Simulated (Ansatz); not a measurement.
**Yb: convergence with LAPW's basis error target**

Aim: hold Yb and all else fixed and vary LAPW's basis error target, to see how far energy and properties move.

Computed with Ansatz 0.2.0 (DFT, PBEsol, all-electron LAPW, scalar-relativistic, unless a step's input says otherwise).

### Step 1. The starting structure

Symmetry: Fm-3m, No. 225, cubic system. The conventional cell has a = 5.449 Å, b = 5.449 Å, c = 5.449 Å, α = 90.00°, β = 90.00°, γ = 90.00°. Yb (site symmetry m-3m) has 12 Yb at 3.85 Å as nearest neighbours.

As a file:

```
Yb
1.0
     0.00000    2.72463    2.72463
     2.72463    0.00000    2.72463
     2.72463    2.72463    0.00000
Yb
1
Cartesian
  0.0000 0.0000 0.0000
```

Structure from a Materials Project entry, not relaxed further.

### Step 2. With basis error target 0.03 eV/atom

Contents of input.yaml:

```yaml
crystal:
  lattice:
    - [0.0, 2.724625, 2.724625]
    - [2.724625, 0.0, 2.724625]
    - [2.724625, 2.724625, 0.0]
  atoms:
    - { symbol: Yb, position: [0.0, 0.0, 0.0] }
kpoints:
  mp_grid: { grid: [12, 12, 12] }
scf:
  occupations: { method: fermi_dirac, width: 0.03 }
hamiltonian:
  xc: pbesol
  pseudopotentials: { kind: all_electron, lapw: { basis_error: 0.03 } }
output:
  forces: true
  stress: true
  eigenvalues: true
```

### Step 3. With basis error target 0.01 eV/atom

Edit input.yaml of step 2 so:

```diff
@@ -13,3 +13,3 @@
   xc: pbesol
-  pseudopotentials: { kind: all_electron, lapw: { basis_error: 0.03 } }
+  pseudopotentials: { kind: all_electron, lapw: { basis_error: 0.01 } }
 output:
```

### Step 4. With basis error target 0.003 eV/atom

Edit input.yaml of step 3 so:

```diff
@@ -13,3 +13,3 @@
   xc: pbesol
-  pseudopotentials: { kind: all_electron, lapw: { basis_error: 0.01 } }
+  pseudopotentials: { kind: all_electron, lapw: { basis_error: 0.003 } }
 output:
```

### Step 5. With basis error target 0.0001 eV/atom

Edit input.yaml of step 4 so:

```diff
@@ -13,3 +13,3 @@
   xc: pbesol
-  pseudopotentials: { kind: all_electron, lapw: { basis_error: 0.003 } }
+  pseudopotentials: { kind: all_electron, lapw: { basis_error: 0.0001 } }
 output:
```

(Steps that only read results are left out.)

**Question.** What will these runs give? Wanted: energy error of the loosest run; pressure, in all runs.

As calculated:

| quantity | value |
| --- | --- |
| energy error of the loosest run (LAPW) | 0.3 meV/atom |
| within 1 meV/atom from | basis error target 0.03 |
| pressure, in all runs (LAPW) | -3.16 GPa |

In words: At the loosest setting in the table the energy misses the tightest run by 0.3 meV/atom; all lie within 1 meV/atom of it. The energy falls at every step, as a growing basis should make it. The pressure spans under 0.01 GPa (LAPW). The tightest run took 15 s against 4.8 s for the loosest. No U acts on the open f shell, so these are results of the method and may differ from the real material's. Spin-orbit coupling is left out, though the cell holds Yb; in elements this heavy it can shift bands and gaps by tenths of an eV.
